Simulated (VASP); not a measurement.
Input of a VASP 6.6.1 run:

Contents of INCAR:

```
SYSTEM = Ir
  PREC = Accurate
  ENCUT = 700
  EDIFF = 1E-6
  ISMEAR = 0
  SIGMA = 0.1
  LREAL = .FALSE.
  LASPH = .TRUE.
  NELM = 60
  ALGO = Fast
  ISIF = 2
  LWAVE = .FALSE.
  LCHARG = .FALSE.
  GGA = PS
```

The input KPOINTS:

```
Automatic mesh
0
G
  20 20 20
  0 0 0
```

Contents of POSCAR:

```
Ir
1.0
   -1.5395400000      1.5395400000      1.5395400000
    1.5395400000     -1.5395400000      1.5395400000
    1.5395400000      1.5395400000     -1.5395400000
Ir
1
Direct
    0.0000000000      0.0000000000      0.0000000000
```

Potentials or basis: VASP PAW PBE potentials, release 64 (Ir).

The run is started by

```bash
$ cat potpaw_PBE.64/Ir/POTCAR > POTCAR
$ mpirun -np 1 vasp_std > vasp.out
```

Problem. Estimate the band gap on the k mesh.

Solution. None (metal or under the smearing width).

Problem. Predict the pressure.

Solution. 0.1 GPa.

Caveat: the PAW data sets were made with another functional, which shifts forces and pressure a little. The run has no spin-orbit coupling, so splittings on Ir are missing.
